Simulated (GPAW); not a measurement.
Set up this calculation in GPAW 26.7.0, as an ASE script.

```yaml
Task: single point
Functional: r2SCAN
Potentials_or_basis: GPAW PAW data sets (gpaw-data 1.2.1)
Cutoff: 800 eV
Basis: pw
k_mesh: 7 × 7 × 7
Occupations: gaussian, width 0.05 eV
Spin: collinear spin, ferromagnetic start
Starting_moments: "[3.0, 0.0] μB"
Hubbard_terms: Fe d U = 5 eV
Maxiter: 150
```

The structure of FeO lies in FeO.xyz:

```xyz
2
Lattice="0.0000000000 2.3818830800 2.3818830800 2.3818830800 0.0000000000 2.3818830800 2.3818830800 2.3818830800 0.0000000000" Properties=species:S:1:pos:R:3 pbc="T T T"
Fe     0.0000000000      0.0000000000      0.0000000000
O      1.1909415400      1.1909415400      1.1909415400
```

The cell comes from a database or a generator and needn't be the stable form of this composition.

The input as run:

run.py

```python
from ase.dft.bandgap import bandgap
from ase.io import read, write
from ase.units import Bohr, GPa
from gpaw import GPAW, PW
from gpaw.elf import elf_from_dft_calculation

atoms = read('FeO.xyz')
atoms.set_initial_magnetic_moments([3.0, 0.0])

calc = GPAW(mode=PW(800),
            xc='MGGA_X_R2SCAN+MGGA_C_R2SCAN',
            kpts={'size': (7, 7, 7), 'gamma': True},
            occupations={'name': 'methfessel-paxton', 'order': 0, 'width': 0.05},
            setups={'Fe': ':d,5.0'},
            nbands=17,
            convergence={'density': 1e-05, 'energy': 1e-05},
            maxiter=150,
            txt='gpaw.txt')
atoms.calc = calc
energy = atoms.get_potential_energy()
forces = atoms.get_forces()
stress = atoms.get_stress()
calc.write('gs.gpw')
write('result.traj', atoms)
print(f'Energy: {energy:.6f} eV')
print('Forces (eV/A):')
print(forces.round(4))
print('Stress (GPa):', (stress / GPa).round(3))
print('Moments:', calc.get_magnetic_moments().round(3))
print('Fermi level:', round(calc.get_fermi_level(), 4), 'eV')
print(f'Gap: {bandgap(calc)[0]:.4f} eV, direct: {bandgap(calc, direct=True)[0]:.4f} eV')

# fields on the real-space grid
write('density.cube', atoms, data=calc.get_pseudo_density() * Bohr**3)
write('potential.cube', atoms, data=calc.get_electrostatic_potential())
write('spin.cube', atoms, data=(calc.get_pseudo_density(spin=0) - calc.get_pseudo_density(spin=1)) * Bohr**3)
write('elf.cube', atoms, data=elf_from_dft_calculation(calc).data)
```

Potentials or basis: GPAW PAW data sets (gpaw-data 1.2.1), pw.

Run with:

```bash
$ OMP_NUM_THREADS=1 python run.py
```

It gave:

- Pressure: -12.3 GPa
- Band gap on the k mesh: none (metal or under the smearing width)
- Net moment: 4.09 μB per cell
- Site moments: Fe +4.00; O +0.12 μB

Caveat: the PAW data sets were made with another functional, which shifts forces and pressure a little; a cell with one magnetic atom can't hold antiferromagnetic order, which such compounds often take.

It took 59 s on 1 thread of Intel(R) Xeon(R) Platinum 8488C (Sapphire Rapids) (shared host), peak memory 0.28 GiB.
